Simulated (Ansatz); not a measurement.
## Nb wire along [100], 37 atoms a period: bands along the axis

Wanted: the relaxed geometry and the bands of the Nb wire along [100], 37 atoms a period.

Main program and level: Ansatz 0.2.0; DFT PBE, plane waves, PAW; relaxation of a wire's period; PAW set soft_1, in the first sound run; inputs show where later runs differ.

### 1. Set-up

The cell holds 37 atoms: 37 Nb. Its edges and angles: a = 20.040 Å, b = 20.040 Å, c = 3.310 Å, α = 90.0°, β = 90.0°, γ = 90.0°. Vacuum lies along a and b. The structure's axis is c.

### 2. The relaxed wire

Band widths follow the bond lengths, so the wire is relaxed first. The atoms and the third cell vector are free; the box across stays fixed as vacuum. A Fermi-Dirac smearing is set since the result may be a metal. The pressure printed is a third of the stress's trace over the whole box, vacuum included; only the stress along the axis is relaxed.

input.yaml

```yaml
crystal:
  lattice:
    - [20.04, 0.0, 0.0]
    - [0.0, 20.04, 0.0]
    - [0.0, 0.0, 3.31]
  atoms:
    - { symbol: Nb, position: [0.169660679, 0.334830339, 0.0] }
    - { symbol: Nb, position: [0.169660679, 0.5, 0.0] }
    - { symbol: Nb, position: [0.169660679, 0.665169661, 0.0] }
    - { symbol: Nb, position: [0.334830339, 0.169660679, 0.0] }
    - { symbol: Nb, position: [0.334830339, 0.334830339, 0.0] }
    - { symbol: Nb, position: [0.334830339, 0.5, 0.0] }
    - { symbol: Nb, position: [0.334830339, 0.665169661, 0.0] }
    - { symbol: Nb, position: [0.334830339, 0.830339321, 0.0] }
    - { symbol: Nb, position: [0.5, 0.169660679, 0.0] }
    - { symbol: Nb, position: [0.5, 0.334830339, 0.0] }
    - { symbol: Nb, position: [0.5, 0.5, 0.0] }
    - { symbol: Nb, position: [0.5, 0.665169661, 0.0] }
    - { symbol: Nb, position: [0.5, 0.830339321, 0.0] }
    - { symbol: Nb, position: [0.665169661, 0.169660679, 0.0] }
    - { symbol: Nb, position: [0.665169661, 0.334830339, 0.0] }
    - { symbol: Nb, position: [0.665169661, 0.5, 0.0] }
    - { symbol: Nb, position: [0.665169661, 0.665169661, 0.0] }
    - { symbol: Nb, position: [0.665169661, 0.830339321, 0.0] }
    - { symbol: Nb, position: [0.830339321, 0.334830339, 0.0] }
    - { symbol: Nb, position: [0.830339321, 0.5, 0.0] }
    - { symbol: Nb, position: [0.830339321, 0.665169661, 0.0] }
    - { symbol: Nb, position: [0.252245509, 0.252245509, 0.5] }
    - { symbol: Nb, position: [0.252245509, 0.41741517, 0.5] }
    - { symbol: Nb, position: [0.252245509, 0.58258483, 0.5] }
    - { symbol: Nb, position: [0.252245509, 0.747754491, 0.5] }
    - { symbol: Nb, position: [0.41741517, 0.252245509, 0.5] }
    - { symbol: Nb, position: [0.41741517, 0.41741517, 0.5] }
    - { symbol: Nb, position: [0.41741517, 0.58258483, 0.5] }
    - { symbol: Nb, position: [0.41741517, 0.747754491, 0.5] }
    - { symbol: Nb, position: [0.58258483, 0.252245509, 0.5] }
    - { symbol: Nb, position: [0.58258483, 0.41741517, 0.5] }
    - { symbol: Nb, position: [0.58258483, 0.58258483, 0.5] }
    - { symbol: Nb, position: [0.58258483, 0.747754491, 0.5] }
    - { symbol: Nb, position: [0.747754491, 0.252245509, 0.5] }
    - { symbol: Nb, position: [0.747754491, 0.41741517, 0.5] }
    - { symbol: Nb, position: [0.747754491, 0.58258483, 0.5] }
    - { symbol: Nb, position: [0.747754491, 0.747754491, 0.5] }
kpoints:
  mp_grid: { grid: [1, 1, 25] }
scf:
  occupations: { method: fermi_dirac, width: 0.05 }
hamiltonian:
  xc: pbe
  pseudopotentials: { kind: paw, azcp: { folder: soft_1 } }
relax:
  cell: { fix: [a, b, alpha, beta, gamma] }
  max_steps: 45
  f_tol: 0.03
```

The run is started by

```
$ ansatz run input.yaml --threads 16 --pin off --max-ram 61440MiB --backend cuda --events-out ev --progress --plain --runs-dir out --max-vram 78GiB
```

Numbers of over 12 decimals in the logs are rounded to 6 here.

What it wrote:

```text
Engine: ansatz 0.2.0, aarch64-unknown-linux-gnu
Pseudopotentials: kind: paw
Pseudopotential: Nb, paw, valence charge 13, recommended cutoff 420 eV (normal), soft_1/Nb.paw.azcp
Functional definition: PBE
  parameter kappa = 0.804
  parameter beta = 0.066725
  exchange = pbe_x(kappa = kappa, mu = beta*pi^2/3)
  correlation = pbe_c(beta = beta)
[...]
Crystal: 37 atoms, lattice volume = 1329.301 Å³
Basis set: ecut = 420 eV, 26075 PW (Γ), exchange–correlation on 270×270×48 points (8 copies of the dense FFT grid, shifted against one another)
Bands: 289, of which v1, the nominal top of the filled ones, is band 241 counted from 1 (240 counted from 0)
Symmetry: 16 space group operations
Space group: P4/mmm (ITA 123), of the structure as read, at distance tolerance 1.1e-4 Å
k-points: 13 of 25
Non-local potential: Nb, projectors of the file, l = 0: 3, l = 1: 2, l = 2: 2, l = 3: 1
PAW form: soft (Blöchl's): semilocal exchange-correlation on the pseudo side does not see the compensation charge
PAW one-centre angular grid: Nb, 590 points (default); XC on 64 Gauss nodes
Initial density: superposition of atomic densities (neutral atoms: chi_scale 0, normalization atom)
Initial wavefunctions: pseudopotential atomic-orbital guess
[...]
Functional: x = pbe(κ = 0.804, μ = 0.219515), c = pbe(β = 0.066725)
SCF iter   1: F=—  HF=-168459.059140 eV  |F-HF|=—  |Δ(HF+E_count)|=         —  Δρ=7.31e-2  dr2=8.70e2  ethr=3.10e-3  ⟨swp⟩=10.4  Hψ=18076  notcnv=0  defer=38
preconditioner: auto → LDOS  [metal: Δε(μ)=0.003 eV  Ē_g=3.798 eV  σ=0.050 eV  W_gap=0.01  n_scr=290 (ndim 8)  ℏωp=13.9 eV  f_vac=0.367  D(μ)=31.09/eV (n_scr^D=178)  β→1.0]
SCF iter   2: F=—  HF=-168493.111025 eV  |F-HF|=—  |Δ(HF+E_count)|=    3.41e1  Δρ=1.19e-1  dr2=4.17e3  ethr=3.10e-3  ⟨swp⟩=9.5  Hψ=19677  notcnv=0  defer=192  recentre
[...]
SCF iter  13: F=-168409.076296 eV  HF=-168409.076296 eV  |F-HF|=1.60e-8  |Δ(HF+E_count)|=   5.50e-8  Δρ=9.45e-7  dr2=3.13e-8  ethr=2.08e-11  ⟨swp⟩=5.3  Hψ=11906  notcnv=0
SCF 1 converged in 13 iterations: F = -168409.076296 eV  dr2 = 3.13e-8
  greatest PAW one-centre occupation: 0.998 electrons in one spin orbital (limit 2), on the Nb atom at site 35 (counted from 0), in its partial waves of l = 0
relax step   1: F+E_penalty+E_count = -168409.07629579 eV  Δ(F+E_penalty+E_count) = +0.000e0 eV  max|allowed force component| = 1.648e0 eV/Å  Δτ_max = 0.0000 Å  P = -4.534 GPa  Ω = 1329.301 Å³  fix = [a, b, alpha, beta, gamma]  reactions: a -4.358, b -4.358 GPa  (13 SCF iters, dr2 threshold 1.00e-7 eV, accepted)
[...]
Crystal: 37 atoms, lattice volume = 1278.023 Å³
Basis set: ecut = 420 eV, 25027 PW (Γ), exchange–correlation on 270×270×48 points (8 copies of the dense FFT grid, shifted against one another)
[...]
iter 1 solved again at ethr=2.95e-3 eV; its pass at ethr=3.10e-3 eV (dr2=1.42e1 eV) is discarded
SCF iter   1: F=—  HF=-168412.116712 eV  |F-HF|=—  |Δ(HF+E_count)|=         —  Δρ=1.75e-2  dr2=1.43e1  ethr=2.95e-3  ⟨swp⟩=2.7  Hψ=21211  notcnv=0
preconditioner: auto → LDOS  [metal: Δε(μ)=0.006 eV  Ē_g=3.131 eV  σ=0.050 eV  W_gap=0.03  n_scr=266 (ndim 8)  ℏωp=14.1 eV  f_vac=0.393  D(μ)=51.21/eV (n_scr^D=450)  β→1.0]
SCF iter   2: F=—  HF=-168411.207349 eV  |F-HF|=—  |Δ(HF+E_count)|=   9.09e-1  Δρ=7.74e-3  dr2=1.90e0  ethr=2.95e-3  ⟨swp⟩=3.4  Hψ=6108  notcnv=0  defer=36
[...]
SCF iter   8: F=-168410.999760 eV  HF=-168410.999760 eV  |F-HF|=5.28e-7  |Δ(HF+E_count)|=   9.05e-6  Δρ=9.02e-6  dr2=1.69e-6  ethr=7.69e-10  ⟨swp⟩=5.0  Hψ=12732  notcnv=0
SCF 2 converged in 8 iterations: F = -168410.999760 eV  dr2 = 1.69e-6
  greatest PAW one-centre occupation: 0.998 electrons in one spin orbital (limit 2), on the Nb atom at site 16 (counted from 0), in its partial waves of l = 0
relax step   2: F+E_penalty+E_count = -168410.99975994 eV  Δ(F+E_penalty+E_count) = -1.923e0 eV  max|allowed force component| = 4.877e-1 eV/Å  Δτ_max = 0.1949 Å  P = +1.486 GPa  Ω = 1278.023 Å³  energy of the carried Pulay correction = +3.462e-3 eV  fix = [a, b, alpha, beta, gamma]  reactions: a +0.955, b +0.955 GPa  (8 SCF iters, dr2 threshold 3.70e-6 eV, accepted)
[...]
Crystal: 37 atoms, lattice volume = 1311.053 Å³
[...]
SCF 3 converged in 8 iterations: F = -168411.335629 eV  dr2 = 1.33e-6
[...]
SCF 4 converged in 7 iterations: F = -168411.362251 eV  dr2 = 4.47e-7
[...]
SCF 5 converged in 8 iterations: F = -168411.371679 eV  dr2 = 8.34e-8
[...]
SCF 6 converged in 7 iterations: F = -168411.380028 eV  dr2 = 1.21e-7
[...]
SCF 7 converged in 7 iterations: F = -168411.381166 eV  dr2 = 2.86e-8
[...]
SCF 8 converged in 6 iterations: F = -168411.379908 eV  dr2 = 1.76e-10
[...]
SCF converged after 6 iterations
[...]
--- Relaxed structure (7 steps of the walk, 7 accepted, 1 SCFs on fresh bases) ---
  F+E_penalty+E_count = -168411.37990772 eV   max|allowed force component| = 8.607e-3 eV/Å   (the final SCF, on the basis selected at the relaxed cell)
  cell:  # Å, volume = 1310.5159 Å³
    - [20.04, 0.0, 0.0]
    - [0.0, 20.04, 0.0]
    - [0.0, 0.0, 3.263224]
  atoms:
    - { symbol: Nb, position: [0.181105, 0.334489, 0.0] }
    - { symbol: Nb, position: [0.176857, 0.5, 0.0] }
    - { symbol: Nb, position: [0.181105, 0.665511, 0.0] }
    - { symbol: Nb, position: [0.334489, 0.181105, 0.0] }
    - { symbol: Nb, position: [0.335714, 0.335714, 0.0] }
    - { symbol: Nb, position: [0.333214, 0.5, 0.0] }
    - { symbol: Nb, position: [0.335714, 0.664286, 0.0] }
    - { symbol: Nb, position: [0.334489, 0.818895, 0.0] }
    - { symbol: Nb, position: [0.5, 0.176857, 0.0] }
    - { symbol: Nb, position: [0.5, 0.333214, 0.0] }
    - { symbol: Nb, position: [0.5, 0.5, 0.0] }
    - { symbol: Nb, position: [0.5, 0.666786, 0.0] }
    - { symbol: Nb, position: [0.5, 0.823143, 0.0] }
    - { symbol: Nb, position: [0.665511, 0.181105, 0.0] }
    - { symbol: Nb, position: [0.664286, 0.335714, 0.0] }
    - { symbol: Nb, position: [0.666786, 0.5, 0.0] }
    - { symbol: Nb, position: [0.664286, 0.664286, 0.0] }
    - { symbol: Nb, position: [0.665511, 0.818895, 0.0] }
    - { symbol: Nb, position: [0.818895, 0.334489, 0.0] }
    - { symbol: Nb, position: [0.823143, 0.5, 0.0] }
    - { symbol: Nb, position: [0.818895, 0.665511, 0.0] }
    - { symbol: Nb, position: [0.253178, 0.253178, 0.500000] }
    - { symbol: Nb, position: [0.252058, 0.417095, 0.500000] }
    - { symbol: Nb, position: [0.252058, 0.582905, 0.500000] }
    - { symbol: Nb, position: [0.253178, 0.746822, 0.500000] }
    - { symbol: Nb, position: [0.417095, 0.252058, 0.500000] }
    - { symbol: Nb, position: [0.418831, 0.418831, 0.500000] }
    - { symbol: Nb, position: [0.418831, 0.581169, 0.500000] }
    - { symbol: Nb, position: [0.417095, 0.747942, 0.500000] }
    - { symbol: Nb, position: [0.582905, 0.252058, 0.500000] }
    - { symbol: Nb, position: [0.581169, 0.418831, 0.500000] }
    - { symbol: Nb, position: [0.581169, 0.581169, 0.500000] }
    - { symbol: Nb, position: [0.582905, 0.747942, 0.500000] }
    - { symbol: Nb, position: [0.746822, 0.253178, 0.500000] }
    - { symbol: Nb, position: [0.747942, 0.417095, 0.500000] }
    - { symbol: Nb, position: [0.747942, 0.582905, 0.500000] }
    - { symbol: Nb, position: [0.746822, 0.746822, 0.500000] }
```

The job ended after 18 s (1 × NVIDIA GB200 with 16 threads of Arm Neoverse V2, shared host; peak memory 1.6 GiB; 2 min of CPU time).

Step by step:

| step | energy less that of the first step (eV) | largest force component (eV/Å) | pressure (GPa) | volume (Å³) |
| --- | --- | --- | --- | --- |
| 1 | 0.0000 | 1.6481 | -4.53 | 1329.30 |
| 2 | -1.9235 | 0.4877 | 1.49 | 1278.02 |
| 3 | -2.2593 | 0.1283 | -0.20 | 1311.05 |
| 4 | -2.2860 | 0.0850 | -0.15 | 1311.70 |
| 5 | -2.2954 | 0.0703 | -0.13 | 1314.45 |
| 6 | -2.3037 | 0.0351 | -0.02 | 1310.67 |
| 7 | -2.3049 | 0.0086 | -0.06 | 1310.52 |
| 8 | -2.3036 | 0.0086 | -0.06 | 1310.52 |

The log counts 1 steps on a newly chosen plane-wave basis, not all of them marked here; energy and pressure can jump at such steps.

The run keeps the 16 symmetry operations that it works with, so distortions that break them were not tested.

```
cell as run  before  after  change
      c (Å)   3.310  3.263  -1.4 %
```

The atoms that moved most (Å, along periodic axes as changes of fractional coordinates times the final cell, across vacuum about the mean position):

| atom | dx | dy | dz | length |
| --- | --- | --- | --- | --- |
| Nb1 | 0.229 | -0.007 | 0.000 | 0.229 |
| Nb21 | -0.229 | 0.007 | 0.000 | 0.229 |
| Nb18 | 0.007 | -0.229 | 0.000 | 0.229 |
| Nb14 | 0.007 | 0.229 | 0.000 | 0.229 |
| Nb8 | -0.007 | -0.229 | 0.000 | 0.229 |
| Nb19 | -0.229 | -0.007 | 0.000 | 0.229 |
| Nb4 | -0.007 | 0.229 | 0.000 | 0.229 |
| Nb3 | 0.229 | 0.007 | 0.000 | 0.229 |

Numbers from this step:

```yaml
energy_at_zero_smearing: -168411.1701 eV
cell_length_along_the_wire: 3.263 Å
```

The cell's length comes to 3.263 Å with spin left out.

### 3. Bands of the perfect wire

This step: DFT PBE, plane waves, PAW; bands of a perfect wire; PAW set soft_1 (Ansatz 0.2.0).

At the relaxed period the bands are computed along the axis; those that cross an energy going forward count the channels that a perfect wire would open there.

input.yaml

```yaml
crystal:
  lattice:
    - [20.04, 0.0, 0.0]
    - [0.0, 20.04, 0.0]
    - [0.0, 0.0, 3.2632236928]
  atoms:
    - { symbol: Nb, position: [0.181104583, 0.334488989, 0.0] }
    - { symbol: Nb, position: [0.176857206, 0.5, 0.0] }
    - { symbol: Nb, position: [0.181104583, 0.665511011, 0.0] }
    - { symbol: Nb, position: [0.334488989, 0.181104583, 0.0] }
    - { symbol: Nb, position: [0.335714091, 0.335714091, 0.0] }
    - { symbol: Nb, position: [0.333213881, 0.5, 0.0] }
    - { symbol: Nb, position: [0.335714091, 0.664285909, 0.0] }
    - { symbol: Nb, position: [0.334488989, 0.818895417, 0.0] }
    - { symbol: Nb, position: [0.5, 0.176857206, 0.0] }
    - { symbol: Nb, position: [0.5, 0.333213881, 0.0] }
    - { symbol: Nb, position: [0.5, 0.5, 0.0] }
    - { symbol: Nb, position: [0.5, 0.666786119, 0.0] }
    - { symbol: Nb, position: [0.5, 0.823142794, 0.0] }
    - { symbol: Nb, position: [0.665511011, 0.181104583, 0.0] }
    - { symbol: Nb, position: [0.664285909, 0.335714091, 0.0] }
    - { symbol: Nb, position: [0.666786119, 0.5, 0.0] }
    - { symbol: Nb, position: [0.664285909, 0.664285909, 0.0] }
    - { symbol: Nb, position: [0.665511011, 0.818895417, 0.0] }
    - { symbol: Nb, position: [0.818895417, 0.334488989, 0.0] }
    - { symbol: Nb, position: [0.823142794, 0.5, 0.0] }
    - { symbol: Nb, position: [0.818895417, 0.665511011, 0.0] }
    - { symbol: Nb, position: [0.253177714, 0.253177714, 0.5] }
    - { symbol: Nb, position: [0.252057582, 0.41709513, 0.5] }
    - { symbol: Nb, position: [0.252057582, 0.58290487, 0.5] }
    - { symbol: Nb, position: [0.253177714, 0.746822286, 0.5] }
    - { symbol: Nb, position: [0.41709513, 0.252057582, 0.5] }
    - { symbol: Nb, position: [0.418831192, 0.418831192, 0.5] }
    - { symbol: Nb, position: [0.418831192, 0.581168808, 0.5] }
    - { symbol: Nb, position: [0.41709513, 0.747942418, 0.5] }
    - { symbol: Nb, position: [0.58290487, 0.252057582, 0.5] }
    - { symbol: Nb, position: [0.581168808, 0.418831192, 0.5] }
    - { symbol: Nb, position: [0.581168808, 0.581168808, 0.5] }
    - { symbol: Nb, position: [0.58290487, 0.747942418, 0.5] }
    - { symbol: Nb, position: [0.746822286, 0.253177714, 0.5] }
    - { symbol: Nb, position: [0.747942418, 0.41709513, 0.5] }
    - { symbol: Nb, position: [0.747942418, 0.58290487, 0.5] }
    - { symbol: Nb, position: [0.746822286, 0.746822286, 0.5] }
kpoints:
  mp_grid: { grid: [1, 1, 25] }
  band_path: { path: ["Γ", Z], npoints: 90 }
scf:
  occupations: { method: fermi_dirac, width: 0.05 }
hamiltonian:
  xc: pbe
  pseudopotentials: { kind: paw, azcp: { folder: soft_1 } }
output:
  dos: { e_range: [-5, 4] }
  write_potential: true
  write_density: true
  volumetric_format: npy
```

What it wrote:

```text
[...]
Crystal: 37 atoms, lattice volume = 1310.516 Å³
Basis set: ecut = 420 eV, 25691 PW (Γ)
Bands: 289, of which v1, the nominal top of the filled ones, is band 241 counted from 1 (240 counted from 0)
Symmetry: 16 space group operations
[...]
k-points: 13 of 25
[...]
SCF iter   1: F=—  HF=-168456.264391 eV  |F-HF|=—  |Δ(HF+E_count)|=         —  Δρ=6.91e-2  dr2=6.47e2  ethr=3.10e-3  ⟨swp⟩=10.8  Hψ=18448  notcnv=0  defer=54
[...]
SCF iter   6: F=—  HF=-168411.388220 eV  |F-HF|=—  |Δ(HF+E_count)|=   2.71e-2  Δρ=1.98e-3  dr2=5.24e-1  ethr=3.63e-4  ⟨swp⟩=2.7  Hψ=4009  notcnv=0  defer=175
[...]
SCF iter  11: F=—  HF=-168411.380104 eV  |F-HF|=—  |Δ(HF+E_count)|=   2.50e-3  Δρ=7.22e-6  dr2=1.77e-6  ethr=6.41e-9  ⟨swp⟩=2.3  Hψ=4938  notcnv=0  defer=175
[...]
SCF iter  13: F=-168411.380104 eV  HF=-168411.380104 eV  |F-HF|=2.75e-8  |Δ(HF+E_count)|=   1.99e-8  Δρ=8.71e-7  dr2=4.71e-8  ethr=2.08e-11  ⟨swp⟩=19.9  Hψ=14621  notcnv=0
SCF 1 converged in 13 iterations: F = -168411.380104 eV  dr2 = 4.71e-8
[...]
NSCF: frozen V_eff on 91 k-points
[...]
SCF converged after 13 iterations
[...]
```

Run time: 16 s. Hardware: 1 × NVIDIA GB200 with 16 threads; peak memory 2.8 GiB.

Reading the cycles: dr2 is the Hartree energy of the density residual (eV), the measure of convergence; HF is the Harris–Foulkes estimate of the energy, which meets the free energy F at convergence.

Numbers from this step:

```yaml
energy_at_zero_smearing: -168411.1703 eV
band_gap: 0 eV
```

Electronic bands along the path, in eV, zero at the Fermi level; # counts the bands kept:

| point | #42 | #43 | #44 | #45 | #46 | #47 | #48 | #49 |
| --- | --- | --- | --- | --- | --- | --- | --- | --- |
| Γ | 0.12 | 0.12 | 0.15 | 0.16 | 0.16 | 0.19 | 0.20 | 0.26 |
| halfway | -0.37 | -0.36 | -0.26 | -0.26 | -0.19 | -0.16 | -0.16 | -0.08 |
| Z | 0.07 | 0.07 | 0.07 | 0.13 | 0.30 | 0.43 | 0.43 | 0.44 |

Between Γ and Z the bands cross the Fermi level 28 times, so a perfect wire would conduct at least 28 G₀, with spin left out.

### 4. What came out

```yaml
cell_length_pbe: 3.263 Å
ballistic_conductance_by_band_crossings_a_lower_bound_pbe: 28 G₀
```

Under PBE the cell's length is 3.26 Å, and the bands cross the Fermi level 28 times between Γ and Z, which gives a perfect wire at least 28 G₀ (opposite crossings within one step of the path cancel in such a count). No spin was allowed, though thin wires with open d shells can turn magnetic.

[Logs are printed without paths, hosts, clocks, repeated set-up lines and the standing remarks that a program may print on its own settings, such as how far it seeks lower states.]

[Hosts, paths, dates, database ids (printed as entryN), source tags and the programs' standing remarks are cut or masked in the printed files.]
